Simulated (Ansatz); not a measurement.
The system is SnSe.

```
Sn Se
1.0
    11.42000    0.00000    0.00000
     0.00000    4.19000    0.00000
     0.00000    0.00000    4.46000
Sn Se
4 4
Direct
  0.87700 0.75000 0.90900
  0.62300 0.25000 0.40900
  0.37700 0.75000 0.59100
  0.12300 0.25000 0.09100
  0.64300 0.75000 0.98400
  0.85700 0.25000 0.48400
  0.14300 0.75000 0.51600
  0.35700 0.25000 0.01600
```

Base run:

```yaml
Program: Ansatz 0.2.0
Functional: RPBE
Potentials_or_basis: Ansatz PAW
Cutoff: 420 eV
Density_cutoff: 1680 eV
k_mesh: 3 × 6 × 6
Occupations: fermi-dirac, width 0.05 eV
Spin: no spin polarisation
```

Its results: band gap on the k mesh 0.58 eV, indirect (least direct gap 0.75 eV); pressure 4.1 GPa; largest force 0.350 eV/Å.

The run is repeated on the same cell with these changes: functional from RPBE to revPBE. What comes out?

Band gap on the k mesh 0.57 eV, indirect (least direct gap 0.74 eV); pressure 3.6 GPa; largest force 0.339 eV/Å.

Caveats: the potentials were made for another functional, which shifts forces and pressure; spin-orbit coupling is left out, which moves the levels of the heavy elements; the PAW data sets come from PBE, with cores solved anew for the run's functional, which leaves a small shift of forces and pressure.

A k mesh can miss the band edges.

Not every run made on this cell is shown here.
